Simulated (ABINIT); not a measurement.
**Nb: single point with PBE**

The system is Nb.

```
Nb
1.0
    -1.65481    1.66189    1.66310
     1.61189   -1.66978    1.62806
     1.70285    1.71781   -1.67098
Nb
1
Cartesian
  0.0014 0.0170 -0.0261
```

The cell isn't the ideal one: cell strained at random at fixed volume.

- Program: ABINIT 10.8.3 (patched build)
- Task: single point
- Functional: PBE
- Potentials or basis: JTH PAW PBE v2.0
- Cutoff: 435 eV
- k mesh: 11 × 11 × 11
- Occupations: fermi-dirac, width 0.05 eV
- Spin: no spin polarisation

```json
{
 "Pressure": "-2.6 GPa",
 "Band gap on the k mesh": "none (metal or under the smearing width)",
 "Valence electrons inside the program's atomic spheres": "Nb 10.16 (radii [1.1753] Å)"
}
```

Stress tensor (GPa, compression positive):
```
-2.20 -0.71  0.43
-0.71 -4.03  0.21
 0.43  0.21 -1.54
```

Levels at points of the mesh, in eV from the Fermi level:
```csv
k point,band 5,band 6,band 7,band 8,band 9,band 10
"(0.00, 0.00, 0.00)",-5.85,0.09,0.35,0.72,3.08,3.42
```

It took 56 s on 1 thread of Arm Neoverse V1, with other jobs on the host, peak memory 0.19 GiB.
